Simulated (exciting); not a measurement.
# Rh (Fm-3m) in exciting: a series of runs

One crystal, Rh, is run at these levels: PBE; tasks: single point.

Everything below comes from runs of exciting (release sodium). Logs are shortened: lines on timing, memory, paths and dates and some standing lists are left out, and cuts for length are marked.

**1. The structure**

The structure is cubic, space group Fm-3m (No. 225). The conventional cell has a = 3.796 Å, b = 3.796 Å, c = 3.796 Å, α = 90.00°, β = 90.00°, γ = 90.00°. Rh (site symmetry m-3m) is surrounded by 12 Rh at 2.68 Å.

**2. Single point, PBE**

File input.xml:

```xml
<input>
  <title>Rh</title>
  <structure speciespath="./" tshift="false">
    <crystal scale="1">
      <basevect>0.000000000000 3.586416725621 3.586416725621</basevect>
      <basevect>3.586416725621 0.000000000000 3.586416725621</basevect>
      <basevect>3.586416725621 3.586416725621 0.000000000000</basevect>
    </crystal>
    <species speciesfile="Rh.xml" rmt="2.3">
      <atom coord="0.000000000000 0.000000000000 0.000000000000"/>
    </species>
  </structure>
  <groundstate do="fromscratch" ngridk="12 12 12" rgkmax="9" gmaxvr="14" lmaxapw="10" lmaxmat="10" lmaxvr="8" xctype="GGA_PBE" stype="Gaussian" swidth="0.00058799" nempty="12" ValenceRelativity="iora*" epsengy="1e-05" epspot="1e-05" maxscl="60" tforce="true" outputlevel="low"/>
</input>
```

Potentials or basis: all-electron LAPW+lo, shipped species files, valence relativity iora*.

Started as:

```
> OMP_NUM_THREADS=1 exciting_smp
```

INFO.OUT:

```text
================================================================================
EXCITING SODIUM started
[... 10 lines left out ...]

 Lattice vectors (cartesian) :
      0.0000000000      3.5864167256      3.5864167256
      3.5864167256      0.0000000000      3.5864167256
      3.5864167256      3.5864167256      0.0000000000

 Reciprocal lattice vectors (cartesian) :
     -0.8759697754      0.8759697754      0.8759697754
      0.8759697754     -0.8759697754      0.8759697754
      0.8759697754      0.8759697754     -0.8759697754

 Unit cell volume                           :      92.2597448873
 Brillouin zone volume                      :       2.6886071899

 Species :    1 (Rh)
     parameters loaded from                 :    Rh.xml
     name                                   :    rhodium

     atomic positions (lattice) :
[... 7 lines left out ...]
 Number of crystal symmetries               :      48

 k-point grid                               :      12   12   12
 Total number of k-points                   :      72
 k-point set is reduced with crystal symmetries

 R^MT_min * |G+k|_max (rgkmax)              :       9.00000000

 G-vector grid sizes                        :      24    24    24
 Total number of G-vectors                  :    4279

 Total nuclear charge                       :     -45.00000000
 Total electronic charge                    :      45.00000000

 Number of empty states                     :      12
 Total number of valence states             :      21

 Exchange-correlation type                  :      20
     Perdew-Burke-Ernzerhof, Phys. Rev. Lett. 77, 3865 (1996)
     Generalised gradient approximation (GGA)

 Smearing scheme                            :    Gaussian
 Smearing width                             :       0.00058799

++++++++++++++++++++++++++++++++++++++++++++++++++++++++++++++++++++++++++++++++
+ Ending initialization                                                        +
++++++++++++++++++++++++++++++++++++++++++++++++++++++++++++++++++++++++++++++++

********************************************************************************
* Groundstate module started                                                   *
********************************************************************************
 Output level for this task is set to low

++++++++++++++++++++++++++++++++++++++++++++++++++++++++++++++++++++++++++++++++
[... 5 lines left out ...]
+ SCF iteration number :    1                                                  +
++++++++++++++++++++++++++++++++++++++++++++++++++++++++++++++++++++++++++++++++
 Total energy                               :     -4775.45325166
 _______________________________________________________________
 Fermi energy                               :         0.50654460
 DOS at Fermi energy (states/Ha/cell)       :        21.23363596
 Electron charge: Core leakage              :         0.00000020

++++++++++++++++++++++++++++++++++++++++++++++++++++++++++++++++++++++++++++++++
+ SCF iteration number :    2                                                  +
++++++++++++++++++++++++++++++++++++++++++++++++++++++++++++++++++++++++++++++++
 Total energy                               :     -4782.11921915
 _______________________________________________________________
 Fermi energy                               :         0.48123271
 DOS at Fermi energy (states/Ha/cell)       :        39.14049197
 Electron charge: Core leakage              :         0.00000019

 RMS change in effective potential (target) :  0.268143E-01  ( 0.100000E-04)
 Absolute change in total energy   (target) :   6.66597      ( 0.100000E-04)
 Charge distance                   (target) :  0.769696E-02  ( 0.100000E-04)
 Abs. change in max-nonIBS-force   (target) :   0.00000      ( 0.500000E-04)

++++++++++++++++++++++++++++++++++++++++++++++++++++++++++++++++++++++++++++++++
+ SCF iteration number :    3                                                  +
++++++++++++++++++++++++++++++++++++++++++++++++++++++++++++++++++++++++++++++++
 Total energy                               :     -4784.64393192
 _______________________________________________________________
 Fermi energy                               :         0.46976680
 DOS at Fermi energy (states/Ha/cell)       :        65.31330969
 Electron charge: Core leakage              :         0.00000019

 RMS change in effective potential (target) :  0.141660E-01  ( 0.100000E-04)
 Absolute change in total energy   (target) :   2.52471      ( 0.100000E-04)
 Charge distance                   (target) :  0.322390E-02  ( 0.100000E-04)
 Abs. change in max-nonIBS-force   (target) :   0.00000      ( 0.500000E-04)

++++++++++++++++++++++++++++++++++++++++++++++++++++++++++++++++++++++++++++++++
+ SCF iteration number :    4                                                  +
++++++++++++++++++++++++++++++++++++++++++++++++++++++++++++++++++++++++++++++++
 Total energy                               :     -4785.14474671
 _______________________________________________________________
 Fermi energy                               :         0.45907363
 DOS at Fermi energy (states/Ha/cell)       :        65.05254141
 Electron charge: Core leakage              :         0.00000019
[... 99 lines left out ...]
 RMS change in effective potential (target) :  0.512770E-07  ( 0.100000E-04)
 Absolute change in total energy   (target) :  0.241257E-04  ( 0.100000E-04)
 Charge distance                   (target) :  0.181707E-07  ( 0.100000E-04)
 Abs. change in max-nonIBS-force   (target) :   0.00000      ( 0.500000E-04)

++++++++++++++++++++++++++++++++++++++++++++++++++++++++++++++++++++++++++++++++
+ SCF iteration number :   12                                                  +
++++++++++++++++++++++++++++++++++++++++++++++++++++++++++++++++++++++++++++++++
 Total energy                               :     -4785.26936278
 _______________________________________________________________
 Fermi energy                               :         0.45855116
 DOS at Fermi energy (states/Ha/cell)       :        59.56937265
 Electron charge: Core leakage              :         0.00000019

 RMS change in effective potential (target) :  0.923579E-08  ( 0.100000E-04)
 Absolute change in total energy   (target) :  0.574388E-05  ( 0.100000E-04)
 Charge distance                   (target) :  0.667406E-08  ( 0.100000E-04)
 Abs. change in max-nonIBS-force   (target) :   0.00000      ( 0.500000E-04)

++++++++++++++++++++++++++++++++++++++++++++++++++++++++++++++++++++++++++++++++
+ SCF iteration number :   13                                                  +
++++++++++++++++++++++++++++++++++++++++++++++++++++++++++++++++++++++++++++++++
 Total energy                               :     -4785.26936366
 _______________________________________________________________
 Fermi energy                               :         0.45855116
 DOS at Fermi energy (states/Ha/cell)       :        59.56939596
 Electron charge: Core leakage              :         0.00000019

 RMS change in effective potential (target) :  0.153860E-09  ( 0.100000E-04)
 Absolute change in total energy   (target) :  0.879380E-06  ( 0.100000E-04)
 Charge distance                   (target) :  0.110385E-08  ( 0.100000E-04)
 Abs. change in max-nonIBS-force   (target) :   0.00000      ( 0.500000E-04)

++++++++++++++++++++++++++++++++++++++++++++++++++++++++++++++++++++++++++++++++
| Convergency criteria checked for the last 2 iterations                       +
| Convergence targets achieved. Performing final SCF iteration                 +
++++++++++++++++++++++++++++++++++++++++++++++++++++++++++++++++++++++++++++++++
 Total energy                               :     -4785.26936370
 _______________________________________________________________
 Fermi energy                               :         0.45855116
 DOS at Fermi energy (states/Ha/cell)       :        59.56939728
 Electron charge: Core leakage              :         0.00000019

++++++++++++++++++++++++++++++++++++++++++++++++++++++++++++++++++++++++++++++++
+ Self-consistent loop stopped                                                 +
++++++++++++++++++++++++++++++++++++++++++++++++++++++++++++++++++++++++++++++++
 STATE.OUT is written

--------------------------------------------------------------------------------
- Writing atomic positions and forces                                          -
--------------------------------------------------------------------------------

 Atomic positions (lattice) :
 atom     1  Rh  :     0.00000000    0.00000000    0.00000000

 Total atomic forces including IBS (cartesian) :
 atom     1  Rh  :     0.00000000    0.00000000    0.00000000

 Atomic force components including IBS (cartesian) :
 atom     1  Rh  :     0.00000000    0.00000000    0.00000000   HF force
                 :     0.00000000    0.00000000    0.00000000   core correction
                 :     0.00000000    0.00000000    0.00000000   IBS correction

********************************************************************************
[... 7 lines left out ...]
| EXCITING SODIUM stopped                                                      =
================================================================================
```

Wall time 19 s (1 thread of Intel Xeon Platinum 8488C (Sapphire Rapids), shared host); peak memory 0.1 GiB.

What came out:

```yaml
Free_energy: -130213.8132 eV
Band_gap_on_the_k_mesh: none (metal or under the smearing width)
```

**3. Single point, PBE**

Edit input.xml of step 2 so:

```diff
@@ -12,3 +12,3 @@
   </structure>
-  <groundstate do="fromscratch" ngridk="12 12 12" rgkmax="9" gmaxvr="14" lmaxapw="10" lmaxmat="10" lmaxvr="8" xctype="GGA_PBE" stype="Gaussian" swidth="0.00058799" nempty="12" ValenceRelativity="iora*" epsengy="1e-05" epspot="1e-05" maxscl="60" tforce="true" outputlevel="low"/>
+  <groundstate do="fromscratch" ngridk="12 12 12" rgkmax="9" gmaxvr="14" lmaxapw="10" lmaxmat="10" lmaxvr="8" xctype="GGA_PBE" stype="Gaussian" swidth="0.00062474" nempty="12" ValenceRelativity="iora*" epsengy="1e-05" epspot="1e-05" maxscl="60" tforce="true" outputlevel="normal"/>
 </input>
```

Potentials or basis: all-electron LAPW+lo, shipped species files, valence relativity iora*.

Started as:

```
> OMP_NUM_THREADS=1 exciting_smp
```

It took 19 s on 1 thread of Intel Xeon Platinum 8488C (Sapphire Rapids), shared host; peak memory 0.1 GiB.

It converged, with:

```yaml
Free_energy: -130213.8133 eV
Band_gap_on_the_k_mesh: none (metal or under the smearing width)
All_electrons_inside_the_program's_atomic_spheres: Rh 43.20 (radii Rh 2.3 bohr)
```

Levels at points of the mesh, in eV from the Fermi level:
| k point | band 6 | band 7 | band 8 | band 9 | band 10 | band 11 |
| --- | --- | --- | --- | --- | --- | --- |
| (0.00, 0.00, 0.00) | -3.17 | -3.17 | -3.17 | -1.07 | -1.07 | 15.79 |
| (0.50, 0.00, 0.00) | -3.25 | -3.25 | 0.51 | 0.51 | 0.68 | 8.73 |
| (0.50, 0.50, 0.00) | -6.06 | 0.48 | 0.93 | 0.93 | 3.22 | 12.48 |

**4. Single point, PBE**

File input.xml:

```xml
<input>
  <title>Rh</title>
  <structure speciespath="./" tshift="false">
    <crystal scale="1">
      <basevect>0.000000000000 3.586416725621 3.586416725621</basevect>
      <basevect>3.586416725621 0.000000000000 3.586416725621</basevect>
      <basevect>3.586416725621 3.586416725621 0.000000000000</basevect>
    </crystal>
    <species speciesfile="Rh.xml" rmt="2.3">
      <atom coord="0.000000000000 0.000000000000 0.000000000000"/>
    </species>
  </structure>
  <groundstate do="fromscratch" ngridk="12 12 12" rgkmax="9" gmaxvr="14" lmaxapw="10" lmaxmat="10" lmaxvr="8" xctype="GGA_PBE" stype="Gaussian" swidth="0.00066149" nempty="12" ValenceRelativity="iora*" epsengy="1e-05" epspot="1e-05" maxscl="60" tforce="true" outputlevel="normal"/>
</input>
```

Started as:

```
> OMP_NUM_THREADS=1 exciting_smp
```

Run time: 19 s. Hardware: 1 thread of Intel Xeon Platinum 8488C (Sapphire Rapids), shared host; peak memory 0.1 GiB.

It converged, with:

```
Free energy                                       : -130213.8133 eV
Band gap on the k mesh                            : none (metal or under the smearing width)
All electrons inside the program's atomic spheres : Rh 43.20 (radii Rh 2.3 bohr)
```

Levels at points of the mesh, in eV from the Fermi level:
```csv
k point,band 4,band 5,band 6,band 7,band 8,band 9,band 10,band 11,band 12,band 13
"(0.00, 0.00, 0.00)",-46.45,-8.05,-3.17,-3.17,-3.17,-1.07,-1.07,15.79,21.23,21.23
"(0.50, 0.00, 0.00)",-46.56,-6.23,-3.25,-3.25,0.51,0.51,0.68,8.73,15.34,21.11
"(0.50, 0.50, 0.00)",-46.73,-6.43,-6.06,0.48,0.93,0.93,3.22,12.48,13.26,13.26
```

**5. Single point, PBE**

Edit input.xml of step 4 so:

```diff
@@ -12,3 +12,3 @@
   </structure>
-  <groundstate do="fromscratch" ngridk="12 12 12" rgkmax="9" gmaxvr="14" lmaxapw="10" lmaxmat="10" lmaxvr="8" xctype="GGA_PBE" stype="Gaussian" swidth="0.00066149" nempty="12" ValenceRelativity="iora*" epsengy="1e-05" epspot="1e-05" maxscl="60" tforce="true" outputlevel="normal"/>
+  <groundstate do="fromscratch" ngridk="12 12 12" rgkmax="9" gmaxvr="14" lmaxapw="10" lmaxmat="10" lmaxvr="8" xctype="GGA_PBE" stype="Gaussian" swidth="0.00069824" nempty="12" ValenceRelativity="iora*" epsengy="1e-05" epspot="1e-05" maxscl="60" tforce="true" outputlevel="low"/>
 </input>
```

Started as:

```
> OMP_NUM_THREADS=1 exciting_smp
```

Run time: 19 s. Hardware: 1 thread of Intel Xeon Platinum 8488C (Sapphire Rapids), shared host; peak memory 0.1 GiB.

The run converged. Its results:

- Free energy: -130213.8133 eV
- Band gap on the k mesh: none (metal or under the smearing width)

Levels at points of the mesh, in eV from the Fermi level:
```
           k point  band 5  band 6  band 7  band 8  band 9  band 10  band 11  band 12
(0.00, 0.00, 0.00)   -8.05   -3.17   -3.17   -3.17   -1.07    -1.07    15.79    21.23
(0.50, 0.00, 0.00)   -6.23   -3.25   -3.25    0.51    0.51     0.68     8.73    15.34
(0.50, 0.50, 0.00)   -6.43   -6.06    0.48    0.93    0.93     3.22    12.48    13.26
```

(Continued in part 2 of 2.)
